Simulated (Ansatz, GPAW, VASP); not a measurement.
One calculation of InAs, 3 ways

```
In As
1.0
     0.00000    3.01800    3.01800
     3.01800    0.00000    3.01800
     3.01800    3.01800    0.00000
In As
1 1
Direct
  0.00000 0.00000 0.00000
  0.75000 0.75000 0.75000
```

Alike in all runs: task single point; functional PBE; k mesh 8 × 8 × 8; occupations gaussian, width 0.02 eV; no spin polarisation; no spin-orbit coupling. A missing gap at this level doesn't show that the real crystal is a metal. Pressure is positive in compression and, in plane waves, holds the error of the finite cutoff.

```csv
program and potentials,plane-wave cutoff (eV),notes,band gap (eV),pressure (GPa)
"VASP, PBE PAW files As, In_d, 520 eV",520,-,?,?
"Ansatz, all-electron LAPW, scalar-relativistic",-,-,no gap,4.30
"GPAW, GPAW PAW data sets (gpaw-data 1.2.1)",600,-,no gap,4.04
```

Problem. Estimate from the other rows what the run with VASP, PBE PAW files As, In_d, 520 eV gave.

Solution. No band gap; pressure 4.36 GPa. The other rows, which needn't bracket it: pressure 4.04 to 4.30.
